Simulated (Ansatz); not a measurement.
# Rh: zone-centre modes under pressure

Rh, P6_3/mmc, a = 2.692 Å, c = 4.337 Å. This isn't the element's structure at ambient conditions. Ansatz: PBEsol, PAW, 420 eV, Γ-centred 18×18×10 mesh on 2 atoms, Fermi-Dirac smearing 0.15 eV; no spin polarisation. Cell and atoms are relaxed at each pressure with the symmetry kept; optical modes at Γ by linear response, in cm⁻¹, matched by rank (the highest 2 distinct ones).

```
P (GPa) V (Å³/atom)     ω1     ω2
      0       13.603  152.2  249.3
      5       13.378      ?      ?
     11       13.134  161.6  273.1
     22       12.747  169.8  293.7
```

Q: Get each mode's Grüneisen parameter γ = −d ln ω/d ln V from the other rows and predict the missing frequencies.

A: ln(V/V0) = 0.0000, -0.0167, -0.0351, -0.0650; a line through ln(ω/ω0) of the 3 known rows gives ω1: γ = 1.684 (intercept 0.0003), predicted 156.6, computed 156.6; ω2: γ = 2.524 (intercept 0.0008), predicted 260.2, computed 260.6. The worst miss is 0.1 %, or 3 % of the shift under pressure, so a constant γ serves at that level. In a metal these frequencies hang on the mesh and smearing.

Cost: 4 runs of about 2.1 core-minutes in all, on AMD EPYC 9R45 (Zen 5) (shared hosts).